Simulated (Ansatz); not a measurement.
# CoSn: symmetry broken, then relaxed

These are results of DFT PBE, scalar-relativistic, plane waves, PAW (Ansatz 0.2.0), not measurements. Cutoff 420 eV, Γ-centred 6×6×8 k-points, Gaussian smearing of 0.15 eV. No spin polarisation. A magnetic state may lie lower. Energies are free energies at this smearing, counted from the undisturbed cell; pressure is positive in compression.

Reference structure (relaxed at this level; it needn't be the usual structure):

```
Co Sn
1.0
     5.29659    0.00000    0.00000
    -2.64829    4.58698    0.00000
     0.00000    0.00000    4.23029
Co Sn
3 3
Cartesian
  -1.3241 2.2935 0.0000
  1.3241 2.2935 0.0000
  2.6483 0.0000 0.0000
  2.6483 1.5290 2.1151
  0.0000 3.0580 2.1151
  0.0000 0.0000 0.0000
```

The atoms are displaced (Å, in the unstrained cell):

| atom | ux | uy | uz |
| --- | --- | --- | --- |
| Co1 | -0.044 | 0.128 | -0.148 |
| Co2 | -0.044 | 0.128 | -0.148 |
| Co3 | -0.044 | 0.128 | -0.148 |
| Sn4 | -0.044 | 0.128 | -0.148 |
| Sn5 | -0.044 | 0.128 | -0.148 |
| Sn6 | 0.220 | -0.638 | 0.738 |

Cell and atoms are then relaxed.

Question: Does the relaxation return to the undisturbed structure?

Answer: Yes (up to a choice of domain or origin): same space group and volume, and an energy 0.0 meV/atom from it. The disturbance itself cost 694.4 meV/atom. The final space group reads P6/mmm (tolerance 0.05 Å) and the volume changes by 0.02 %.

Final structure:

```
Co Sn
1.0
     5.29487   -0.00008    0.00013
    -2.64750    4.58562   -0.00044
     0.00010   -0.00035    4.23392
Co Sn
3 3
Direct
  0.00000 0.49991 0.99995
  0.50015 0.50011 0.00007
  0.49988 0.99997 0.00008
  0.66672 0.33336 0.49995
  0.33325 0.66658 0.49993
  0.00001 0.00006 0.00001
```

The relaxation, step by step (energy from the first step; small jumps at an unchanged geometry come where the plane waves are selected anew for the new cell):

| step | ΔE (meV/atom) | largest force component (eV/Å) | pressure (GPa) |
| --- | --- | --- | --- |
| 1 | 0.0 | 10.339 | 16.26 |
| 2 | -362.4 | 4.028 | 3.88 |
| 3 | -499.4 | 2.361 | 0.53 |
| 4 | -595.4 | 1.405 | -0.49 |
| 5 | -660.1 | 1.008 | -0.39 |
| 6 | -692.1 | 0.276 | -0.17 |
| 7 | -694.4 | 0.005 | 0.00 |
| 8 | -694.4 | 0.005 | -0.03 |

Frames along the relaxation (Å, eV/Å):

```xyz
6
Lattice="5.297 0.000 0.000 -2.648 4.587 0.000 0.000 0.000 4.230" Properties=species:S:1:pos:R:3:forces:R:3 pbc="T T T" step=1
Co   -1.368    2.421   -0.148    3.949   -5.874   -3.072
Co    1.280    2.421   -0.148   -1.008   -1.069   -0.368
Co    2.604    0.128   -0.148    0.201    0.118    0.153
Sn    2.604    1.657    1.968   -0.307   -2.946    1.770
Sn   -0.044    3.186    1.968    1.349   -0.568    1.158
Sn    0.220   -0.638    0.738   -4.184   10.339    0.359
6
Lattice="5.335 -0.012 -0.001 -2.678 4.644 -0.002 -0.001 -0.002 4.243" Properties=species:S:1:pos:R:3:forces:R:3 pbc="T T T" step=2
Co   -1.341    2.380   -0.172    0.997   -1.685   -0.307
Co    1.278    2.427   -0.147   -0.361   -0.765    0.100
Co    2.626    0.115   -0.139    0.169   -0.153    0.337
Sn    2.613    1.602    2.003    0.092   -0.896    0.566
Sn   -0.018    3.203    1.995    0.357   -0.529    0.526
Sn    0.153   -0.467    0.697   -1.255    4.028   -1.222
6
Lattice="5.336 -0.015 0.001 -2.681 4.653 0.002 0.001 0.002 4.232" Properties=species:S:1:pos:R:3:forces:R:3 pbc="T T T" step=3
Co   -1.334    2.357   -0.144    0.453   -0.873    0.254
Co    1.270    2.388   -0.122   -0.053   -0.566    0.335
Co    2.650    0.096   -0.111    0.165   -0.312    0.388
Sn    2.632    1.590    2.027    0.067   -0.356    0.246
Sn   -0.017    3.171    2.026    0.123   -0.254    0.224
Sn    0.109   -0.325    0.561   -0.756    2.361   -1.447
6
Lattice="5.318 -0.013 0.001 -2.670 4.638 0.003 0.001 0.003 4.222" Properties=species:S:1:pos:R:3:forces:R:3 pbc="T T T" step=4
Co   -1.317    2.319   -0.108    0.119   -0.346    0.430
Co    1.265    2.339   -0.092    0.160   -0.350    0.408
Co    2.663    0.074   -0.082    0.098   -0.387    0.372
Sn    2.637    1.579    2.048    0.015   -0.150    0.124
Sn   -0.017    3.138    2.051    0.051   -0.079    0.071
Sn    0.067   -0.196    0.413   -0.443    1.312   -1.405
6
Lattice="5.308 -0.008 0.000 -2.661 4.618 0.004 0.000 0.004 4.214" Properties=species:S:1:pos:R:3:forces:R:3 pbc="T T T" step=5
Co   -1.311    2.293   -0.066   -0.062   -0.012    0.369
Co    1.277    2.300   -0.058    0.228   -0.107    0.332
Co    2.670    0.043   -0.049   -0.005   -0.306    0.275
Sn    2.641    1.564    2.070   -0.003   -0.063    0.050
Sn   -0.012    3.108    2.076    0.021   -0.020   -0.018
Sn    0.030   -0.086    0.249   -0.179    0.507   -1.008
6
Lattice="5.294 -0.003 -0.001 -2.650 4.594 0.003 -0.001 0.003 4.234" Properties=species:S:1:pos:R:3:forces:R:3 pbc="T T T" step=6
Co   -1.319    2.292   -0.020   -0.026    0.009    0.137
Co    1.311    2.294   -0.015    0.069   -0.022    0.108
Co    2.651    0.010   -0.011   -0.007   -0.085    0.080
Sn    2.643    1.536    2.109    0.001   -0.006   -0.013
Sn   -0.004    3.070    2.112    0.000   -0.004   -0.035
Sn    0.006   -0.018    0.063   -0.037    0.108   -0.276
6
Lattice="5.295 0.000 0.000 -2.648 4.586 0.000 0.000 0.000 4.234" Properties=species:S:1:pos:R:3:forces:R:3 pbc="T T T" step=7
Co   -1.324    2.292    0.000    0.000    0.000   -0.001
Co    1.324    2.293    0.000   -0.001    0.000   -0.004
Co    2.647    0.000    0.000    0.000    0.001   -0.004
Sn    2.648    1.528    2.117   -0.002   -0.003    0.004
Sn    0.000    3.057    2.116    0.003    0.003    0.005
Sn    0.000    0.000    0.000    0.001   -0.002    0.000
6
Lattice="5.295 0.000 0.000 -2.648 4.586 0.000 0.000 0.000 4.234" Properties=species:S:1:pos:R:3:forces:R:3 pbc="T T T" step=8
Co   -1.324    2.292    0.000    0.000    0.000   -0.001
Co    1.324    2.293    0.000   -0.001    0.000   -0.004
Co    2.647    0.000    0.000    0.000    0.001   -0.004
Sn    2.648    1.528    2.117   -0.002   -0.003    0.004
Sn    0.000    3.057    2.116    0.003    0.003    0.005
Sn    0.000    0.000    0.000    0.001   -0.002   -0.001
```

Cost: 3 runs of about 15 core-minutes in all, on Arm Neoverse V2 (shared hosts).